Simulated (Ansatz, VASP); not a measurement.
**NaH: VASP beside Ansatz**

```xyz
2
Lattice="0.0000 2.4070 2.4070 2.4070 0.0000 2.4070 2.4070 2.4070 0.0000" Properties=species:S:1:pos:R:3 pbc="T T T"
Na    0.0000    0.0000    0.0000
H     2.4070    2.4070    2.4070
```

Alike in both runs: task single point; functional LDA; k mesh 9 × 9 × 9; occupations fermi-dirac, width 0.05 eV; no spin polarisation.

|  | VASP | Ansatz |
| --- | --- | --- |
| version | VASP 6.6.1 | Ansatz 0.2.0 |
| potentials or method | VASP PAW LDA potentials, release 64 (Na_pv, H) | Ansatz PAW |
| plane-wave cutoff (eV) | 520 | 420 |
| valence electrons in the cell | 8 | 10 |

|  | VASP | Ansatz | Ansatz less VASP |
| --- | --- | --- | --- |
| gap on the k mesh at the Fermi level (eV) | 3.74 | 3.74 | +0.001 |
| least direct gap on the mesh (eV) | 4.50 | 4.50 | +0.003 |
| pressure (GPa) | -1.9 | -1.9 | +0.05 |

The two sets of potentials don't hold the same shells in valence.

Caveats: an odd mesh through Γ misses points on the zone boundary, where band edges often lie (VASP); odd divisions of the mesh miss points on the zone boundary, where band edges often lie, so the gap on the mesh can be too wide (Ansatz); the PAW data sets come from PBE, with cores solved anew for the run's functional, which leaves a small shift of forces and pressure (Ansatz). A hybrid or GW would open this gap; LDA tends to underestimate it.
